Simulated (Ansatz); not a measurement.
ZrC:

```
Zr C
1.0
     0.00000    2.36500    2.36500
     2.36500    0.00000    2.36500
     2.36500    2.36500    0.00000
Zr C
1 1
Direct
  0.50000 0.50000 0.50000
  0.00000 0.00000 0.00000
```

Program: Ansatz 0.2.0. Alike in all runs: task single point; no spin polarisation; cell as given.

Question: Order these runs on this cell by their pressure, lowest first.
A. level RPBE+D3(BJ)+ATM; potentials or basis Ansatz PAW; k mesh 10 × 10 × 10; cutoff (eV) 420; smearing tetrahedron-uncorrected; other keys hamiltonian.xc = rpbe; scf.eigensolver.kind = davidson; …
B. level LDA+U; potentials or basis Ansatz PAW; U Zr d U = 5 eV; k mesh 12 × 12 × 12; cutoff (eV) 420; smearing methfessel-paxton 0.025 eV; hubbard projectors atomic; double counting fll; other keys kpoints.mp_grid.grid = 12 × 12 × 12; scf.n_extra_bands = 32; …
C. level r2SCAN+rVV10; potentials or basis Ansatz PAW earlier set; k mesh 10 × 10 × 10; cutoff (eV) 820; smearing tetrahedron-uncorrected; other keys hamiltonian.xc = r2scan; scf.occupations.width = left out; …

Answer: A (-32.3 GPa), B (-12.2 GPa), C (-3.8 GPa).

Caveats: pairwise dispersion overbinds metals, which lowers pressure and volume (some runs); the PAW data sets were made with another functional, which shifts forces and pressure a little (some runs); a pressure of tens of GPa on the cell as given is suspect, and the run, the potentials or the cell itself is likely at fault (some runs); U without spin polarisation on a metal has little footing (some runs); the U is typed as a test and isn't derived for this compound (some runs).
